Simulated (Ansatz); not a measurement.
Runs of Ansatz 0.2.0 on AlRu. The structure is cubic, space group Pm-3m (No. 221). The conventional cell has a = 2.992 Å, b = 2.992 Å, c = 2.992 Å, α = 90.00°, β = 90.00°, γ = 90.00°. Ru (site symmetry m-3m) is surrounded by 8 Al at 2.59 Å. Al (site symmetry m-3m) has 8 Ru at 2.59 Å as nearest neighbours. 

```tsv
task	level	spin	k mesh	cutoff (eV)	points for each segment of the path	q mesh	atoms under strain	gap on the mesh (eV)	pressure (GPa)	V0 of scaled cells (Å³/atom)	B0 (GPa)
band structure	PBEsol	SOC, no magnetisation	9 × 9 × 9	420	14	-	-	none	(c)	-	-
equation of state	LDA	off	9 × 9 × 9	420	-	-	-	-	-	12.88	(a)
equation of state	r2SCAN	off	9 × 9 × 9	500	-	-	-	-	-	13.26	221
equation of state	PBE	off	9 × 9 × 9	420	-	-	-	-	-	(b)	204
phonons	PBEsol	off	8 × 8 × 8	420	8	2 × 2 × 2	-	none	-	-	-
elastic constants	PBEsol	off	8 × 8 × 8	420	-	-	relaxed	none	-2.9	-	-
```

Alike in all rows: potentials or basis Ansatz PAW; cell as given; smearing fermi-dirac 0.05 eV.

Task: Fill in the values left out.

Result: (a) 232; (b) 13.55; (c) -3.3.

Caveats: the PAW data sets come from PBE, with cores solved anew for the run's functional, which leaves a small shift of forces and pressure (some runs); the PAW data sets were made with another functional, which shifts forces and pressure a little (some runs); elastic constants of metals need much finer meshes, so these are rough (some runs).

A k mesh can miss the band edges, and rows without SOC leave out spin-orbit coupling on Ru.

A gap of «none» marks a metal or a gap under the smearing width.
